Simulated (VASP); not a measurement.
A run of VASP 6.6.1:

File POSCAR:

```
Cu2O
1.0
    4.2600000000      0.0000000000      0.0000000000
    0.0000000000      4.2600000000      0.0000000000
    0.0000000000      0.0000000000      4.2600000000
Cu O
4 2
Direct
    0.7500000000      0.2500000000      0.7500000000
    0.7500000000      0.7500000000      0.2500000000
    0.2500000000      0.7500000000      0.7500000000
    0.2500000000      0.2500000000      0.2500000000
    0.5000000000      0.5000000000      0.5000000000
    0.0000000000      0.0000000000      0.0000000000
```

Contents of INCAR.step1:

```
SYSTEM = Cu2O
PREC = Accurate
ENCUT = 520
EDIFF = 1E-6
ISMEAR = -1
SIGMA = 0.05
LREAL = .FALSE.
LASPH = .TRUE.
NELM = 100
ALGO = Fast
ISIF = 2
LWAVE = .FALSE.
LCHARG = .TRUE.
LMAXMIX = 4
GGA = AM
NBANDS = 37
```

The input KPOINTS.step1:

```
regular mesh
0
G
  6 6 6
  0 0 0
```

INCAR.step2

```
SYSTEM = Cu2O
PREC = Accurate
ENCUT = 520
EDIFF = 1E-6
ISMEAR = 0
SIGMA = 0.05
LREAL = .FALSE.
LASPH = .TRUE.
NELM = 100
ALGO = Fast
ISIF = 2
LWAVE = .FALSE.
LCHARG = .FALSE.
LMAXMIX = 4
GGA = AM
NBANDS = 37
ICHARG = 11
```

The input KPOINTS.step2:

```
path GXMGRX,MR
20
line-mode
reciprocal
 0.0000000000  0.0000000000  0.0000000000  G
 0.0000000000  0.5000000000  0.0000000000  X

 0.0000000000  0.5000000000  0.0000000000  X
 0.5000000000  0.5000000000  0.0000000000  M

 0.5000000000  0.5000000000  0.0000000000  M
 0.0000000000  0.0000000000  0.0000000000  G

 0.0000000000  0.0000000000  0.0000000000  G
 0.5000000000  0.5000000000  0.5000000000  R

 0.5000000000  0.5000000000  0.5000000000  R
 0.0000000000  0.5000000000  0.0000000000  X

 0.5000000000  0.5000000000  0.0000000000  M
 0.5000000000  0.5000000000  0.5000000000  R
```

Potentials or basis: VASP PAW PBE potentials, release 64 (Cu, O).

The run is started by

```sh
$ cat potpaw_PBE.64/Cu/POTCAR potpaw_PBE.64/O/POTCAR > POTCAR
$ cp INCAR.step1 INCAR
$ cp KPOINTS.step1 KPOINTS
$ mpirun -np 1 vasp_std > vasp.out
$ cp INCAR.step2 INCAR
$ cp KPOINTS.step2 KPOINTS
$ mpirun -np 1 vasp_std > vasp.out
```

Hardware: 1 thread of Intel(R) Xeon(R) 6975P-C (Granite Rapids) (shared host).

Problem. Estimate the wall time of this run.

Solution. It took 110 s on 1 thread of Intel(R) Xeon(R) 6975P-C (Granite Rapids), with other jobs on the host, peak memory 0.35 GiB. Counts: scf iterations 10, k points 120.
